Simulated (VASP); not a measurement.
Write the native input for VASP 6.6.1 that does the following.

- Task: work function
- Functional: PBE
- Potentials or basis: VASP PAW PBE potentials, release 64 (Ba_sv)
- Cutoff: 520 eV
- k mesh: 7 × 4 × 1
- Occupations: gaussian, width 0.05 eV
- Spin: no spin polarisation
- Dipole correction: yes
- Further INCAR settings: ALGO = Normal; EDIFF = 1e-06

The structure of Ba lies in POSCAR:

```
Ba
1.0
    4.1405947640      0.0000000000      0.0000000000
    1.8461236696      6.6610755435      0.0000000000
    0.0000000000      0.0000000000     23.8482756677
Ba
4
Direct
    0.6735181406      0.7322527195      0.3144881460
    0.3470362812      0.4645054390      0.4381627153
    0.0205544218      0.1967581585      0.5618372847
    0.6940725624      0.9290108780      0.6855118540
```

The cell isn't the ideal one: the (1 1 1) slab of Ba, cut from the database cell, not relaxed.

The input as run:

INCAR

```
ALGO = Normal
DIPOL = 0.5 0.5 0.500
EDIFF = 1E-6
ENCUT = 520
GGA = PE
IDIPOL = 3
ISIF = 2
ISMEAR = 0
LASPH = T
LCHARG = T
LDIPOL = T
LELF = T
LREAL = F
LVACPOTAV = T
LVHAR = T
LWAVE = F
NELM = 100
PREC = Accurate
SIGMA = 0.05
```

KPOINTS

```
k-points
0
Gamma
  7 4 1
```

Potentials or basis: VASP PAW PBE potentials, release 64 (Ba_sv).

Launch:

```console
$ cat potpaw_PBE.64/Ba_sv/POTCAR > POTCAR
$ mpirun -np 1 vasp_std > vasp.out
```

It gave:

```yaml
Largest_force: 0.421 eV/Å
Band_gap_on_the_k_mesh: none (metal or under the smearing width)
Work_function_of_the_upper_face: 2.29 eV
Work_function_of_the_lower_face: 2.29 eV
```

Run time: 14 min on 1 thread of AMD EPYC 7571 (shared host), peak memory 0.69 GiB.
